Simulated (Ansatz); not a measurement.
CdF2:

```
Cd F
1.0
     0.00000    2.69400    2.69400
     2.69400    0.00000    2.69400
     2.69400    2.69400    0.00000
Cd F
1 2
Direct
  0.00000 0.00000 0.00000
  0.75000 0.75000 0.75000
  0.25000 0.25000 0.25000
```

Base run:

| Property | Result |
| --- | --- |
| Program | Ansatz 0.2.0 |
| Functional | r2SCAN0 form with a typed share of exact exchange |
| Potentials or basis | Ansatz PAW |
| Cutoff | 500 eV (not typed: the program's choice for these potentials) |
| k mesh | 5 × 5 × 5 |
| Occupations | fermi-dirac, width 0.05 eV |
| Spin | no spin polarisation |

Its results: band gap on the k mesh 4.92 eV, indirect (least direct gap 5.38 eV); pressure -0.8 GPa.

Q: After a change of settings the same cell gave: band gap on the k mesh 5.45 eV, indirect (least direct gap 5.92 eV); pressure -1.1 GPa. Which change was it?
A. share of exact exchange from 0.1 to 0.5
B. share of exact exchange from 0.1 to 0
C. functional from r2SCAN0 form with a typed share of exact exchange to r2SCAN0; share of exact exchange from 0.1 to 0.25
D. share of exact exchange from 0.1 to 0.15

A: D.

Caveats: odd divisions of the mesh miss points on the zone boundary, where band edges often lie, so the gap on the mesh can be too wide; the PAW data sets come from PBE, with cores solved anew for the run's functional, which leaves a small shift of forces and pressure; the thresholds are loose for stress.
